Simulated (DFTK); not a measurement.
Crystal: Nb.

```
Nb
1.0
    -1.66395    1.66395    1.66395
     1.66395   -1.66395    1.66395
     1.66395    1.66395   -1.66395
Nb
1
Direct
  0.00000 0.00000 0.00000
```

Base run:

```yaml
Program: DFTK 0.8.2
Functional: r2SCAN
Potentials_or_basis: SG15 1.2 (PBE)
Cutoff: 1225 eV
k_mesh: 11 × 11 × 11
Occupations: fermi-dirac, width 0.05 eV
Spin: no spin polarisation
```

Its results: band gap on the k mesh none (metal or under the smearing width); pressure -3.4 GPa.

Problem. The run is repeated on the same cell with these changes: functional from r2SCAN to PBEsol. What comes out?

Solution. Band gap on the k mesh none (metal or under the smearing width); pressure -7.3 GPa.

Caveats: the potentials were made for another functional, which shifts forces and pressure.

Not every run made on this cell is shown here.
